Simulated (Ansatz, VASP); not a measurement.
**One calculation of Pt, two programs**

The input INCAR:

```
  ALGO = Normal
  EDIFF = 1E-7
  ENCUT = 520
  GGA = PS
  ISIF = 2
  ISMEAR = 0
  LASPH = True
  LCHARG = True
  LELF = True
  LREAL = False
  LVHAR = True
  LWAVE = False
  NBANDS = 28
  NELM = 100
  PREC = Accurate
  SIGMA = 0.1
```

File KPOINTS:

```
k-points
0
Gamma
  6 6 4
```

Contents of POSCAR:

```
Pt
1.0
    2.6505953947     -1.7518407881      0.0000000000
    2.6505953947      1.7518407881      0.0000000000
    0.0000000000      0.0000000000      7.1461951648
Pt
4
Direct
    0.8500000000      0.1500000000      0.1170000000
    0.6500000000      0.3500000000      0.6170000000
    0.1500000000      0.8500000000      0.8830000000
    0.3500000000      0.6500000000      0.3830000000
```

Input for Ansatz:

```yaml
crystal:
  lattice:
    - [2.6505953947, -1.7518407881, 0.0]
    - [2.6505953947, 1.7518407881, 0.0]
    - [0.0, 0.0, 7.1461951648]
  atoms:
    - { symbol: Pt, position: [0.85, 0.15, 0.117] }
    - { symbol: Pt, position: [0.65, 0.35, 0.617] }
    - { symbol: Pt, position: [0.15, 0.85, 0.883] }
    - { symbol: Pt, position: [0.35, 0.65, 0.383] }
basis:
  ecutwfc: 420
kpoints:
  mp_grid: { grid: [6, 6, 4] }
hamiltonian:
  xc: pbesol
scf:
  occupations: { method: gaussian, width: 0.1 }
  lower_state_search: "off"
output:
  forces: true
  stress: true
  eigenvalues: true
```

Alike in both runs: task single point; functional PBEsol; k mesh 6 × 6 × 4; occupations gaussian, width 0.1 eV; no spin polarisation.

|  | VASP | Ansatz |
| --- | --- | --- |
| version | VASP 6.6.1 | Ansatz 0.2.0 |
| potentials or method | VASP PAW PBE potentials, release 64 (Pt) | scalar-relativistic, plane waves, PAW |
| plane-wave cutoff (eV) | 520 | 420 |
| valence electrons in the cell | 40 | 72 |

VASP gave:

```
gap on the k mesh at the Fermi level (eV) : none
rms of the force components (eV/Å)        : 10.166
```

Problem. Which values does Ansatz return?

Solution. gap on the k mesh at the Fermi level (eV): none; rms of the force components (eV/Å): 11.549.

Atom by atom the forces differ by 1.383 eV/Å (rms over components). A gap of «none» marks a metal or a gap that the smearing closes. The two sets of potentials don't hold the same shells in valence.

Caveats: the PAW data sets were made with another functional, which shifts forces and pressure a little (VASP). The runs have no spin-orbit coupling, so splittings on Pt are missing.
